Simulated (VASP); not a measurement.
# A VASP 6.6.1 single-point calculation on RbCl

INCAR

```
PREC = Accurate
SIGMA = 0.01
LREAL = .FALSE.
METAGGA = R2SCAN
LCHARG = .FALSE.
NELM = 74
IBRION = -1
LWAVE = .FALSE.
ISIF = 2
ENCUT = 520
ALGO = Fast
ISMEAR = 0
EDIFF = 1E-7
LASPH = .TRUE.
NSW = 0
NBANDS = 15
```

KPOINTS

```
KPOINTS created by Atomic Simulation Environment
0
Gamma
9 9 9
0 0 0
```

POSCAR

```
Rb Cl
 1.0000000000000000
     0.0000000000000000    3.3719290749000002    3.3719290749000002
     3.3719290749000002    0.0000000000000000    3.3719290749000002
     3.3719290749000002    3.3719290749000002    0.0000000000000000
 Rb  Cl
   1   1
Cartesian
  0.0000000000000000  0.0000000000000000  0.0000000000000000
  3.3719290748999997  3.3719290748999997  3.3719290748999997
```

The recommended PBE PAW datasets give the neutral cell 16 valence electrons.

Command

```
mpirun -np 1 vasp_std
```

Problem. Predict the outcome of this run.

Solution. It converged. Results: gap between bands v and c on the k mesh 5.37 eV; least direct gap on the k mesh 5.37 eV; pressure -0.8 GPa. Band v is the last that the valence electrons fill when counted band by band, and c is the next.

OSZICAR

```
N       E                     dE             d eps       ncg     rms          rms(c)
DAV:   1     0.653101159044E+02    0.65310E+02   -0.67368E+03  1050   0.927E+02
DAV:   2    -0.229977873980E+02   -0.88308E+02   -0.79466E+02  1559   0.174E+02
DAV:   3    -0.291867374598E+02   -0.61890E+01   -0.61539E+01  1423   0.471E+01
DAV:   4    -0.293710129058E+02   -0.18428E+00   -0.18425E+00  1563   0.762E+00
DAV:   5    -0.293724373170E+02   -0.14244E-02   -0.14244E-02  1459   0.662E-01    0.258E+00
RMM:   6    -0.243881283516E+02    0.49843E+01   -0.10491E+00  1172   0.658E+00    0.217E+00
RMM:   7    -0.243585197513E+02    0.29609E-01   -0.52076E-01  1330   0.350E+00    0.161E+00
RMM:   8    -0.243624219044E+02   -0.39022E-02   -0.64518E-02  1393   0.135E+00    0.873E-01
RMM:   9    -0.243750457433E+02   -0.12624E-01   -0.20809E-02  1345   0.119E+00    0.467E-01
RMM:  10    -0.243738625043E+02    0.11832E-02   -0.61296E-03  1627   0.405E-01    0.283E-01
RMM:  11    -0.243740740709E+02   -0.21157E-03   -0.12321E-03  1723   0.170E-01    0.327E-01
RMM:  12    -0.243740565353E+02    0.17536E-04   -0.27276E-03  1428   0.263E-01    0.467E-02
RMM:  13    -0.243740875762E+02   -0.31041E-04   -0.39949E-04  1710   0.989E-02    0.342E-02
RMM:  14    -0.243741102169E+02   -0.22641E-04   -0.12848E-04  1700   0.531E-02    0.202E-02
RMM:  15    -0.243741182910E+02   -0.80742E-05   -0.48469E-05  1743   0.310E-02    0.978E-03
RMM:  16    -0.243741205188E+02   -0.22278E-05   -0.20307E-05  1717   0.185E-02    0.415E-03
RMM:  17    -0.243741220454E+02   -0.15266E-05   -0.10046E-05  1674   0.118E-02    0.270E-03
RMM:  18    -0.243741224949E+02   -0.44946E-06   -0.54922E-06  1635   0.950E-03    0.822E-04
RMM:  19    -0.243741229841E+02   -0.48922E-06   -0.30110E-06  1347   0.573E-03    0.493E-04
RMM:  20    -0.243741233520E+02   -0.36793E-06   -0.17750E-06  1199   0.424E-03    0.546E-04
RMM:  21    -0.243741234887E+02   -0.13665E-06   -0.10362E-06   977   0.305E-03    0.164E-04
RMM:  22    -0.243741235571E+02   -0.68462E-07   -0.62008E-07   890   0.228E-03
   1 F= -.24374124E+02 E0= -.24374124E+02  d E =-.137303E-24
```

For comparison, a separate r²SCAN run of the intended cell, on usual settings and not on those above, gives a gap of 5.37 eV on its mesh and a pressure of -0.8 GPa.
